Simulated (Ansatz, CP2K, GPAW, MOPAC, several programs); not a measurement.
## Many methods on one cell: InSe (P-6m2)

An 8-atom cell of InSe (P-6m2) from a materials database, relaxed with r2SCAN+rVV10 in Ansatz, was computed with several methods. Space group P-6m2 (No. 187), hexagonal; conventional cell a = 4.020 Å, c = 16.835 Å, 29.46 Å³ an atom. In is surrounded by 3 Se at 2.64 Å and 1 In at 2.79 Å; Se is surrounded by 3 In at 2.64 Å. The values are computed, spin-unpolarised, and not measurements.

```xyz
8
Lattice="4.0204 0.0000 0.0000 -2.0102 3.4818 0.0000 0.0000 0.0000 16.8353" Properties=species:S:1:pos:R:3 pbc="T T T"
In    0.0000    0.0000    9.8104
In    0.0000    0.0000    7.0249
In    0.0000    2.3212   15.4426
In    0.0000    2.3212    1.3927
Se    2.0102    1.1606   14.1756
Se    2.0102    1.1606    2.6597
Se    0.0000    2.3212   11.0768
Se    0.0000    2.3212    5.7585
```

Gaps and times are for a single point on this cell; volume and bulk modulus come from each method's own relaxation or energy curve at fixed shape, which is too stiff where a cell has free coordinates or axes. Times are rough, from shared hosts (Arm Neoverse V1), and each method has its own mesh and cell size. A double dagger marks a value from a curve with shape and coordinates held. PM6 (MOPAC), PM7 (MOPAC) treat a cluster of cells at its zone centre, which samples few k points: where these miss a band edge, the gap comes out too large for that reason alone. Gaps from k meshes are read at a limited set of points (mesh, symmetry points, PBE's band edges), so each method's own least gap may be somewhat smaller. xTB and the PM methods were fitted mostly to molecules, and can miss a solid's gap by electronvolts. Minimal bases can be far off for gaps. Curves at held shape can't give the bulk modulus of a layered or molecular crystal, so none is listed. GLLB-SC's gap includes the derivative discontinuity. d marks a direct gap, i an indirect one (no mark: not told apart), a dash a value that wasn't computed or didn't pass its checks.

| method | kind | gap (eV) | own volume (Å³/atom) | bulk modulus (GPa) | atoms computed | processor time |
| --- | --- | --- | --- | --- | --- | --- |
| PM7 (MOPAC) | semi-empirical | 5.81 | 29.73‡ | – | 72 | 3.4 s |
| PM6 (MOPAC) | semi-empirical | 5.35 | – | – | 72 | 4 s |
| light PBE (260 eV, its own mesh) | light plane-wave | 0.38 d | – | – | 8 | 11 s |
| PBE/SZV (CP2K) | small basis | 0.33 d | – | – | 8 | 22 s |
| PBE/DZVP (CP2K) | small basis | 0.38 d | 31.25‡ | – | 8 | 72 s |
| PBE | semilocal | 0.40 d | – | – | 8 | 80 s |
| GLLB-SC (GPAW) | model potential | 1.00 | – | – | 8 | 100 s |
| r2SCAN | semilocal | 0.83 d | – | – | 8 | 2.8 min |

Against r2SCAN (0.83 eV) the nearest gap at the points sampled is that of GLLB-SC (GPAW) (+0.17 eV) and the farthest that of PM7 (MOPAC) (+4.99 eV). r2SCAN is only a yardstick of convenience: semilocal gaps usually lie below measured ones, which GLLB-SC and hybrids aim to mend.

Runs without a result: GFN1-xTB (tblite) (single point), GFN2-xTB (tblite) (single point).

Spin-orbit coupling is left out, which matters wherever the heavy atoms make up the band edges.
